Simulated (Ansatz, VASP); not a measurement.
Ni3Ge: VASP beside Ansatz

The input POSCAR:

```
Ni3Ge
1.0
    3.5303341067      0.0000000000      0.0000000000
    0.0000000000      3.5303341067      0.0000000000
    0.0000000000      0.0000000000      3.5303341067
Ni Ge
3 1
Direct
    0.5000000000      0.0000000000      0.5000000000
    0.0000000000      0.5000000000      0.5000000000
    0.5000000000      0.5000000000      0.0000000000
    0.0000000000      0.0000000000      0.0000000000
```

File INCAR.step1:

```
SYSTEM = Ni3Ge
  ALGO = Normal
  EDIFF = 1E-4
  ENCUT = 520
  GGA = PE
  ISMEAR = 0
  LASPH = .True.
  LCHARG = .False.
  LREAL = .False.
  LWAVE = .True.
  NBANDS = 30
  NELM = 100
  PREC = Accurate
  SIGMA = 0.05
```

The input INCAR.step2:

```
SYSTEM = Ni3Ge
  ALGO = Normal
  EDIFF = 1E-6
  ENCUT = 520
  ISIF = 2
  ISMEAR = 0
  ISTART = 1
  LASPH = .True.
  LCHARG = .False.
  LMIXTAU = .True.
  LREAL = .False.
  LWAVE = .False.
  METAGGA = R2SCAN
  NBANDS = 30
  NELM = 100
  PREC = Accurate
  SIGMA = 0.05
```

Contents of KPOINTS:

```
k-points
0
Gamma
  6 6 6
  0 0 0
```

Input for Ansatz:

```yaml
crystal:
  lattice:
    - [3.5303341067, 0.0, 0.0]
    - [0.0, 3.5303341067, 0.0]
    - [0.0, 0.0, 3.5303341067]
  atoms:
    - { symbol: Ni, position: [0.5, 0.0, 0.5] }
    - { symbol: Ni, position: [0.0, 0.5, 0.5] }
    - { symbol: Ni, position: [0.5, 0.5, 0.0] }
    - { symbol: Ge, position: [0.0, 0.0, 0.0] }
basis:
  ecutwfc: 500
kpoints:
  mp_grid: { grid: [6, 6, 6] }
hamiltonian:
  xc: r2scan
scf:
  occupations: { method: gaussian, width: 0.05 }
output:
  forces: true
  stress: true
  eigenvalues: true
```

Alike in both runs: task single point; functional r2SCAN; k mesh 6 × 6 × 6; occupations gaussian, width 0.05 eV; no spin polarisation.

|  | VASP | Ansatz |
| --- | --- | --- |
| version | VASP 6.6.1 | Ansatz 0.2.0 |
| potentials or method | VASP PAW PBE potentials, release 64 (Ni, Ge_d) | scalar-relativistic, plane waves, PAW |
| plane-wave cutoff (eV) | 520 | 500 |
| valence electrons in the cell | 44 | 68 |

Ansatz gave:

- gap on the k mesh at the Fermi level (eV): none
- pressure (GPa): 0.5

Q: What did VASP give for the same quantities?

A: gap on the k mesh at the Fermi level (eV): none; pressure (GPa): 0.8.

A gap of «none» marks a metal or a gap that the smearing closes. The two sets of potentials don't hold the same shells in valence.

Caveats: the PAW data sets were made with another functional, which shifts forces and pressure a little (VASP). Spin polarisation is off, so any magnetic state and its effect on volume and gap are missing.
